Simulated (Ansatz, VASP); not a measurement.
**One calculation of Ga, two programs**

INCAR

```
PREC = Accurate
ENCUT = 520
EDIFF = 1E-7
ISMEAR = 1
SIGMA = 0.01
LREAL = F
LASPH = T
NELM = 100
ALGO = Fast
ISIF = 2
LWAVE = F
LCHARG = F
NBANDS = 34
```

Contents of KPOINTS:

```
regular mesh
0
Gamma
  8 8 7
```

The input POSCAR:

```
Ga
1.0
    2.2178908173     -3.7419137528      0.0000000000
    2.2178908173      3.7419137528      0.0000000000
    0.0000000000      0.0000000000      4.4249628129
Ga
4
Direct
    0.8443628362      0.1556371638      0.0859373133
    0.6556371638      0.3443628362      0.5859373133
    0.1556371638      0.8443628362      0.9140626867
    0.3443628362      0.6556371638      0.4140626867
```

Input for Ansatz:

```yaml
crystal:
  lattice:
    - [2.2178908173, -3.7419137528, 0.0]
    - [2.2178908173, 3.7419137528, 0.0]
    - [0.0, 0.0, 4.4249628129]
  atoms:
    - { symbol: Ga, position: [0.8443628362, 0.1556371638, 0.0859373133] }
    - { symbol: Ga, position: [0.6556371638, 0.3443628362, 0.5859373133] }
    - { symbol: Ga, position: [0.1556371638, 0.8443628362, 0.9140626867] }
    - { symbol: Ga, position: [0.3443628362, 0.6556371638, 0.4140626867] }
hamiltonian:
  xc: lda
  pseudopotentials:
    kind: paw
    azcp:
      Ga: "pseudopotentials/Ga.paw.azcp"
basis:
  ecutwfc: 420
  fft_grid_basis: typed
kpoints:
  mp_grid: { grid: [8, 8, 7], shift: [0, 0, 0] }
magnetization:
  spin_polarized: false
scf:
  occupations: { method: cold, width: 0.01 }
  lower_state_search: "off"
output:
  stress: true
  write_density: true
  write_potential: true
  elf: true
  volumetric_format: npy
```

Alike in both runs: task single point; functional LDA; k mesh 8 × 8 × 7; no spin polarisation.

|  | VASP | Ansatz |
| --- | --- | --- |
| version | VASP 6.6.1 | Ansatz 0.2.0 |
| potentials or method | VASP PAW LDA potentials, release 64 (Ga_d) | plane waves (420 eV) with PAW, scalar-relativistic |
| plane-wave cutoff (eV) | 520 | 420 |
| occupations | methfessel-paxton of order 1, width 0.01 eV | cold, width 0.01 eV |
| valence electrons in the cell | 52 | 52 |

|  | VASP | Ansatz | Ansatz less VASP |
| --- | --- | --- | --- |
| pressure (GPa) | 0.2 | 0.0 | -0.19 |
| largest component of the traceless stress (GPa) | 0.20 | 0.08 | -0.121 |

Ansatz warned: «pseudo_functional_mismatch».
